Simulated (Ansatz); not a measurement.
## One input, then a changed one: Mn (hcp type)

First run: DFT, PBE, all-electron LAPW, scalar-relativistic (Ansatz 0.2.0).

Command: `ansatz run input.yaml --threads 1 --pin off --max-ram 2048MiB --backend cpu --events-out ev --progress --plain --runs-dir out` It took 28 s on 1 thread of Arm Neoverse V1, on a shared host, peak memory 0.49 GiB.

```yaml
crystal:
  lattice:
    - [2.184460673, 0.0, 0.0]
    - [-1.0922303365, 1.8917984364, 0.0]
    - [0.0, 0.0, 3.5232477067]
  atoms:
    - { symbol: Mn, position: [0.3333333333, 0.6666666667, 0.25] }
    - { symbol: Mn, position: [0.6666666667, 0.3333333333, 0.75] }
kpoints:
  mp_grid: { grid: [17, 17, 9] }
scf:
  occupations: { method: fermi_dirac, width: 0.05 }
hamiltonian:
  xc: pbe
  pseudopotentials: { kind: all_electron, lapw: { basis_error: 0.001 } }
output:
  forces: true
  stress: true
  eigenvalues: true
  populations: true
```

The cell comes from a relaxation on PAW files under the same functional, begun from a prototype that needn't be the stable phase.

This run: volume at 0.68 of the series' base cell.

It converges in 6 SCF iterations at a pressure of 246.6 GPa.

The input is then changed:

```diff
   occupations: { method: fermi_dirac, width: 0.05 }
+  mixing: { preconditioner: resta }
 hamiltonian:
```

Question: Predict the outcome of the changed run.

Answer: It converges in 6 SCF iterations at a pressure of 246.6 GPa, free energy 0.0 meV/atom against the first run's. Results part of its log:
```
SCF 1 converged in 6 iterations: F = -63052.411513 eV  dr2 = 4.21e-9
SCF converged after 6 iterations
Free energy (F): -63052.411513 eV
Harris-Foulkes:  -63052.411513 eV  (|F-HF|=1.54e-8)
Internal energy: -63052.396915 eV  (E = F + TS)
E sigma→0 (E₀):  -63052.404214 eV
Entropy (-TS):   -0.014598 eV (-7.299 meV/atom)
Fermi energy:    31.870182 eV
--- Per-component energies (eV) ---
  E_band       = 16.333773
  E_kinetic    = 63918.868173
  E_xc         = -2860.239540
  E_electrostatic = -124111.025548  (all electrons and nuclei)
  E_smearing   = -0.014598  (= −TS)
  E_closure    = 0.000000  (closes the sum)
  E_atoms      = -63037.472641  (free atoms, spherical and without spin; not in F)
  Σ components = -63052.411513   (vs F -63052.411513, Δ=0.00e0)
  Basis errors (estimates in eV, not in F): energy 2.0e-4 per atom: plane waves 1.8e-4 (9.3e-5 summed), levels above the bands 1.6e-22, relativity 2.1e-8, radial functions 1.0e-5, core shells 1.1e-6; eigenvalues (radial functions only) 5.8e-7; not estimated: angular momenta, meshes, grids; target (lapw.basis_error) 1.0e-3; muffin-tin radii Mn 1.083 Å
--- Forces (eV/Å), atoms counted from 1 ---
  atom   1  Mn    -0.00000000    -0.00000000     0.00000000
  atom   2  Mn     0.00000000     0.00000000     0.00000000
  max |Σ_I F_I| component: 9.25e-18 eV/Å
--- Stress (GPa, compression-positive) ---
      246.572517       0.000000       0.000000
        0.000000     246.572517       0.000000
        0.000000       0.000000     246.579739
  P = ⅓ Tr σ = 246.5749 GPa (2465.749 kbar)
--- Band table (eV; the first three rows and the last of 165) ---
  k-point 0: bands = ["-47.9214", "-47.1929", "-17.6674", "-15.4310", "-15.4310", "-15.1059", "-15.1059", "-15.0658", "22.3512", "25.0930", "30.0568", "30.0568", "30.1010", "30.9296", "30.9296", "31.7997", "31.7997", "33.9524", "34.5453"]
  k-point 1: bands = ["-47.9004", "-47.2160", "-17.5929", "-15.4213", "-15.4213", "-15.1491", "-15.1158", "-15.1158", "22.5414", "25.1508", "29.9786", "29.9786", "30.0133", "30.8352", "30.8352", "31.9977", "31.9977", "33.4597", "34.5491"]
  k-point 2: bands = ["-47.8396", "-47.2818", "-17.3772", "-15.3934", "-15.3934", "-15.3869", "-15.1443", "-15.1443", "23.0839", "25.2949", "29.7820", "29.8469", "29.8469", "30.5941", "30.5941", "32.2667", "32.4729", "32.4729", "34.5201"]
  k-point 164: bands = ["-47.0650", "-47.0564", "-17.1350", "-17.1141", "-16.6099", "-16.4715", "-15.5140", "-15.4901", "26.7903", "27.0828", "27.6032", "27.7142", "29.5794", "29.6453", "31.6665", "32.0062", "34.6358", "34.7429", "43.2790"]
--- Löwdin populations: 2 sites ---
  site symbol       q [e]
     0     Mn     24.8912
     1     Mn     24.8912
  spilling = 0.004351 (of n_electrons = 50.000000)
```
